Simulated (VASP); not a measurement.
Wanted: the native input for a VASP 6.6.1 run.

```
Task                   : single point
Functional             : PBE
Potentials or basis    : VASP PAW PBE potentials, release 64 (Sn_d)
Cutoff                 : 520 eV
k mesh                 : 6 × 4 × 1
Occupations            : gaussian, width 0.1 eV
Spin                   : no spin polarisation
Dipole correction      : yes
Further INCAR settings : ALGO = Normal; EDIFF = 1e-06; NBANDS = 13
```

The structure of Sn lies in POSCAR:

```
Sn
1.0
    3.1727640000      0.0000000000      0.0000000000
    0.0000000000      3.9871020000      0.0000000000
    0.0000000000      0.0000000000     14.0000000000
Sn
1
Direct
    0.0000000000      0.0000000000      0.5000000000
```

The cell was built by a generator and needn't be a form met in nature.

One way to write it, as run:

INCAR

```
SYSTEM = Sn
PREC = Accurate
ENCUT = 520
EDIFF = 1E-6
ISMEAR = 0
SIGMA = 0.1
LREAL = .False.
LASPH = .True.
NELM = 80
ALGO = Normal
ISIF = 2
LWAVE = .False.
LCHARG = .False.
LDIPOL = .True.
IDIPOL = 3
DIPOL = 0.5 0.5 0.500
GGA = PE
NBANDS = 13
```

KPOINTS

```
Automatic mesh
0
Gamma
  6 4 1
  0 0 0
```

Potentials or basis: VASP PAW PBE potentials, release 64 (Sn_d).

Command:

```bash
$ cat potpaw_PBE.64/Sn_d/POTCAR > POTCAR
$ mpirun -np 1 vasp_std > vasp.out
```

Results of the run:

```json
{
 "Band gap on the k mesh": "none (metal or under the smearing width)"
}
```

Caveat: the k mesh is coarse (spacing up to 0.39 Å⁻¹), so the values aren't converged.

It took 25 s on 1 thread of Intel(R) Xeon(R) Platinum 8488C (Sapphire Rapids) (shared host), peak memory 0.24 GiB.
